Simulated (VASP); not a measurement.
# WS2 in VASP: reference runs

Aim: a first look at WS2 with PBE, on the cell as given and on a disturbed one.

Program: VASP 6.6.1. These are calculated values, not measurements. Logs are shortened: lines on timing, memory, paths and dates and some standing lists are left out, and cuts for length are marked.

### Step 1. The structure

The cell holds a slab with vacuum, 6 atoms: a = 3.183 Å, b = 3.183 Å, c = 23.669 Å, α = 90.00°, β = 90.00°, γ = 120.00°.

### Step 2. Single point, PBE

Contents of INCAR:

```
SYSTEM = WS2
ALGO = Normal ; EDIFF = 1E-7
ENCUT = 520 ; GGA = PE
ISIF = 2 ; ISMEAR = -1
LASPH = .TRUE. ; LCHARG = .FALSE.
LREAL = .FALSE. ; LWAVE = .FALSE.
NBANDS = 35 ; NELM = 100
PREC = Accurate ; SIGMA = 0.05
```

Contents of KPOINTS:

```
k-points
0
G
  10 10 2
  0 0 0
```

Contents of POSCAR:

```
WS2
1.0
    3.1832085602      0.0000000000      0.0000000000
   -1.5916042801      2.7567394786      0.0000000000
    0.0000000000      0.0000000000     23.6687632500
W S
2 4
Direct
    0.6666666667      0.3333333333      0.3626824600
    0.3333333333      0.6666666667      0.6373175400
    0.6666666667      0.3333333333      0.7031838900
    0.3333333333      0.6666666667      0.4285581700
    0.6666666667      0.3333333333      0.5714418300
    0.3333333333      0.6666666667      0.2968161100
```

Potentials or basis: VASP PAW PBE potentials, release 64 (W_sv, S).

Run with:

```sh
$ cat potpaw_PBE.64/W_sv/POTCAR potpaw_PBE.64/S/POTCAR > POTCAR
$ mpirun -np 1 vasp_std > vasp.out
```

OUTCAR:

```text
SYSTEM = WS2
   EDIFF = 1E-7
   ENCUT = 520
   GGA = PE
   ISIF = 2
   ISMEAR = -1
   LASPH = .TRUE.
   LREAL = .FALSE.
   NELM = 100
   PREC = Accurate

 ion  position               nearest neighbor table
   1  0.667  0.333  0.363-   6 2.41   6 2.41   6 2.41   4 2.41   4 2.41   4 2.41
   2  0.333  0.667  0.637-   3 2.41   3 2.41   3 2.41   5 2.41   5 2.41   5 2.41
   3  0.667  0.333  0.703-   2 2.41   2 2.41   2 2.41
   4  0.333  0.667  0.429-   1 2.41   1 2.41   1 2.41
   5  0.667  0.333  0.571-   2 2.41   2 2.41   2 2.41
   6  0.333  0.667  0.297-   1 2.41   1 2.41   1 2.41

  LATTYP: Found a hexagonal cell.
 ALAT       =     3.1832085602
 C/A-ratio  =     7.4355050266

  Lattice vectors:

 A1 = (   3.1832085602,   0.0000000000,   0.0000000000)
 A2 = (  -1.5916042801,   2.7567394786,   0.0000000000)
 A3 = (   0.0000000000,   0.0000000000,  23.6687632500)

Analysis of symmetry for initial positions (statically):
=====================================================================
 Subroutine PRICEL returns:
 Original cell was already a primitive cell.

 Routine SETGRP: Setting up the symmetry group for a
 hexagonal supercell.

 Subroutine GETGRP returns: Found 12 space group operations
 (whereof 12 operations were pure point group operations)
 out of a pool of 24 trial point group operations.

The static configuration has the point symmetry D_3d.

Analysis of symmetry for dynamics (positions and initial velocities):
=====================================================================
 Subroutine PRICEL returns:
 Original cell was already a primitive cell.

 Routine SETGRP: Setting up the symmetry group for a
 hexagonal supercell.

 Subroutine GETGRP returns: Found 12 space group operations
 (whereof 12 operations were pure point group operations)
 out of a pool of 24 trial point group operations.

The dynamic configuration has the point symmetry D_3d.

 Subroutine INISYM returns: Found 12 space group operations
 (whereof 12 operations are pure point group operations),
 and found     1 'primitive' translations

----------------------------------------------------------------------------------------

                                     Primitive cell

  volume of cell :     207.6999

  direct lattice vectors                    reciprocal lattice vectors
     3.183208560  0.000000000  0.000000000     0.314148439  0.181373686  0.000000000
[... 97 lines left out ...]
   NSW    =      0    number of steps for IOM
   IBRION =     -1    ionic relax: 0-MD 1-quasi-New 2-CG
   NFREE  =      0    steps in history (QN), initial steepest desc. (CG)
   ISIF   =      2    stress and relaxation
   ISYM   =      2    0-nonsym 1-usesym 2-fastsym
   POTIM  = 0.5000    time-step for ionic-motion
   TEBEG  =    0.0;   TEEND  =   0.0 temperature during run
   PSTRESS=    0.0 pullay stress
   NELECT =      52.0000    total number of electrons
   NUPDOWN=      -1.0000    fix difference up-down
   EMIN   =  10.00;   EMAX   =-10.00  energy-range for DOS
   EFERMI =   0.00;   METHOD = LEGACY
   ISMEAR =    -1;   SIGMA  =   0.05  broadening in eV -4-tet -1-fermi 0-gaus
   EFERMI_NEDOS =   21; number of points for ismear=-14 and -15
   IALGO  =     38    algorithm
   IMIX   =      4    mixing-type and parameters
     AMIX     =   0.40;   BMIX     =  1.00
     AMIX_MAG =   1.60;   BMIX_MAG =  1.00
  volume/ion in A,a.u.               =      34.62       233.60
  Fermi-wavevector in a.u.,A,eV,Ry     =   1.031804  1.949827 14.485024  1.064619
  Thomas-Fermi vector in A             =   2.165970
   LORBIT       =      0    0 simple, 1 ext, 2 COOP (PROOUT), +10 PAW based schemes
   GGA     = PE    functional components
   LHFCALC =     F    Hartree Fock is set to
   AEXX    =    0.0000 exact exchange contribution
   IVDW    =     0    specifies the selected vdW correction
   LEPSILON=     F    determine dielectric tensor
   LRPA    =     F    only Hartree local field effects (RPA)
 non-spin polarized calculation
  energy-cutoff  :      520.00
  volume of cell :      207.70
 maximum number of plane-waves:      5628
 NGX is ok and might be reduce to    24
   NGX = 11   NGY = 11   NGZ = 89

 number of electron      52.0000000 magnetization

 Free energy of the ion-electron system (eV)
  ---------------------------------------------------
  ext. energy  EPLUGINS =         0.00000000
  ---------------------------------------------------
  free energy    TOTEN  =       -47.33186756 eV

  energy without entropy =      -47.33186755  energy(sigma->0) =      -47.33186756

 E-fermi :   1.7994     XC(G=0):  -6.1272

 val. band max:        1.0371368002   @ k =   0.0000   0.0000   0.0000
 cond. band min:       2.7183489961   @ k =   0.3000   0.3000   0.5000
 fundamental gap:      1.6812121958
 Fermi energy:         1.7994083780

 k-point     1 :       0.0000    0.0000    0.0000
  band No.  band energies     occupation
      1     -73.2888      2.00000
      2     -73.2888      2.00000
      3     -37.5262      2.00000
      4     -37.5262      2.00000
      5     -37.3811      2.00000
      6     -37.3811      2.00000
[... 901 lines left out ...]
     34       5.4043      0.00000
     35       6.2616      0.00000

 [... further k-points ...]

------------------------ aborting loop because EDIFF is reached ----------------------------------------

  FORCE on cell =-STRESS in cart. coord.  units (eV):
  Direction    XX          YY          ZZ          XY          YZ          ZX
  --------------------------------------------------------------------------------------
  -------------------------------------------------------------------------------------
  Total        0.9005782      0.9005782      1.8878355     -0.0000000      0.0000000      0.0000000
  in kB        6.9469730      6.9469730     14.5625807     -0.0000000      0.0000000      0.0000000
  external PRESSURE =       9.4855089 kB  Pullay stress =       0.0000000 kB

 VOLUME and BASIS-vectors are now :
 -----------------------------------------------------------------------------
  energy-cutoff  :      520.00
  volume of cell :      207.70
      direct lattice vectors                 reciprocal lattice vectors
     3.183208560  0.000000000  0.000000000     0.314148439  0.181373686  0.000000000
    -1.591604280  2.756739479  0.000000000     0.000000000  0.362747372  0.000000000
     0.000000000  0.000000000 23.668763250     0.000000000  0.000000000  0.042249778

 POSITION                                       TOTAL-FORCE (eV/Angst)
 -----------------------------------------------------------------------------------
      1.59160      0.91891      8.58425        -0.000000     -0.000000     -0.012563
     -0.00000      1.83783     15.08452         0.000000      0.000000      0.012563
      1.59160      0.91891     16.64349        -0.000000      0.000000      0.274122
     -0.00000      1.83783     10.14344         0.000000      0.000000      0.228739
      1.59160      0.91891     13.52532        -0.000000     -0.000000     -0.228739
     -0.00000      1.83783      7.02527         0.000000      0.000000     -0.274122
 -----------------------------------------------------------------------------------
    total drift:                                0.000000     -0.000000      0.000000

  FREE ENERGIE OF THE ION-ELECTRON SYSTEM (eV)
  ---------------------------------------------------
  free  energy   TOTEN  =       -47.3318675621 eV

  energy  without entropy=      -47.3318675521  energy(sigma->0) =      -47.33186756
```

Wall time 3.3 min (1 thread of AMD EPYC 9R45 (Zen 5), shared host); peak memory 0.37 GiB.

What came out:

* Free energy: -47.3319 eV
* Largest force: 0.274 eV/Å
* Band gap on the k mesh: 1.68 eV, indirect (least direct gap 2.13 eV)

Forces on the atoms (eV/Å):
```
W    0.000  0.000 -0.013
W    0.000  0.000  0.013
S    0.000  0.000  0.274
S    0.000  0.000  0.229
S    0.000  0.000 -0.229
S    0.000  0.000 -0.274
```

Levels at points of the mesh, in eV from the valence-band top:
```csv
k point,band 24,band 25,band 26,band 27,band 28,band 29
"(0.00, 0.00, 0.00)",-1.97,-0.48,0.00,2.58,2.58,2.58
"(0.50, 0.00, 0.00)",-1.59,-1.27,-1.22,2.53,2.54,2.96
"(0.00, 0.00, 0.50)",-1.97,-0.48,0.00,2.58,2.58,2.58
"(0.50, 0.00, 0.50)",-1.59,-1.27,-1.22,2.53,2.54,2.96
```

Caveat: spin-orbit coupling is left out, which moves the levels of the heavy elements. Expect the measured gap to be larger: semilocal functionals such as PBE lack the derivative discontinuity.

### Step 3. Single point, PBE (atoms moved at random, drawn with an rms of 0.05 Å)

Contents of INCAR:

```
PREC = Accurate ; ENCUT = 520
EDIFF = 1E-7 ; ISMEAR = -1
SIGMA = 0.05 ; LREAL = False
LASPH = True ; NELM = 60
ALGO = Normal ; ISIF = 2
LWAVE = False ; LCHARG = False
GGA = PE ; NBANDS = 35
```

Contents of KPOINTS:

```
Automatic mesh
0
Gamma
  10 10 2
```

Contents of POSCAR:

```
WS2
1.0
    3.1832085602      0.0000000000      0.0000000000
   -1.5916042801      2.7567394786      0.0000000000
    0.0000000000      0.0000000000     23.6687632500
W S
2 4
Direct
    0.6609440000      0.3467750000      0.3622450000
    0.3378460000      0.6755570000      0.6365950000
    0.6843700000      0.3307600000      0.7038540000
    0.3267920000      0.6665940000      0.4269580000
    0.6686720000      0.3323760000      0.5706840000
    0.3294180000      0.6625740000      0.2973560000
```

Potentials or basis: VASP PAW PBE potentials, release 64 (W_sv, S).

Run with:

```sh
$ cat potpaw_PBE.64/W_sv/POTCAR potpaw_PBE.64/S/POTCAR > POTCAR
$ mpirun -np 1 vasp_std > vasp.out
```

Wall time 12 min (1 thread of AMD EPYC 9R45 (Zen 5), shared host); peak memory 0.68 GiB.

Results (log left out):

| Property | Result |
| --- | --- |
| Free energy | -47.2491 eV |
| Largest force | 1.143 eV/Å |
| Band gap on the k mesh | 1.54 eV, indirect (least direct gap 2.00 eV) |

Forces on the atoms (eV/Å):
```
W    0.611 -0.964 -0.064
W    0.669 -0.591  0.479
S   -0.563  0.294 -0.258
S   -0.218  0.425  0.820
S   -0.108  0.297 -0.166
S   -0.391  0.539 -0.811
```

Levels at points of the mesh, in eV from the valence-band top:
```csv
k point,band 22,band 23,band 24,band 25,band 26,band 27,band 28,band 29,band 30,band 31
"(0.00, 0.00, 0.00)",-2.06,-1.88,-1.69,-0.51,0.00,2.25,2.29,2.58,2.65,2.76
"(0.50, 0.00, 0.00)",-2.41,-1.82,-1.64,-1.23,-1.17,2.45,2.52,2.93,3.00,3.55
"(0.00, 0.50, 0.00)",-2.34,-1.79,-1.61,-1.26,-1.17,2.49,2.51,2.93,3.00,3.55
"(0.50, 0.50, 0.00)",-2.41,-1.75,-1.60,-1.36,-1.16,2.41,2.57,2.92,2.99,3.52
"(0.00, 0.00, 0.50)",-2.06,-1.88,-1.69,-0.51,0.00,2.25,2.29,2.58,2.65,2.76
"(0.50, 0.00, 0.50)",-2.41,-1.82,-1.64,-1.23,-1.17,2.45,2.52,2.93,3.00,3.55
"(0.00, 0.50, 0.50)",-2.34,-1.79,-1.61,-1.26,-1.17,2.49,2.51,2.93,3.00,3.55
"(0.50, 0.50, 0.50)",-2.41,-1.75,-1.60,-1.36,-1.16,2.41,2.57,2.92,2.99,3.52
```

Caveat: spin-orbit coupling is left out, which moves the levels of the heavy elements.
